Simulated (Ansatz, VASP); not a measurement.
**KCl: VASP beside Ansatz**

```
CELL_PARAMETERS angstrom
3.77117 0.00000 0.00000
0.00000 3.77117 0.00000
0.00000 0.00000 3.77117
ATOMIC_POSITIONS crystal
K 0.00000 0.00000 0.00000
Cl 0.50000 0.50000 0.50000
```

Alike in both runs: task single point; functional r2SCAN; k mesh 8 × 8 × 8; no spin polarisation.

|  | VASP | Ansatz |
| --- | --- | --- |
| version | VASP 6.6.1 | Ansatz 0.2.0 |
| potentials or method | VASP PAW PBE potentials, release 64 (K_sv, Cl) | plane waves, PAW |
| plane-wave cutoff (eV) | 520 | 500 |
| occupations | gaussian, width 0.01 eV | fixed |
| valence electrons in the cell | 16 | 16 |

```tsv
	VASP	Ansatz	Ansatz less VASP
gap on the k mesh at the Fermi level (eV)	5.81	5.80	-0.006
pressure (GPa)	0.0	0.0	+0.04
```

Caveats: the PAW data sets were made with another functional, which shifts forces and pressure a little (VASP). r2SCAN opens gaps a little over a GGA but as a rule still falls short of measured ones. A k mesh can miss the band edges.
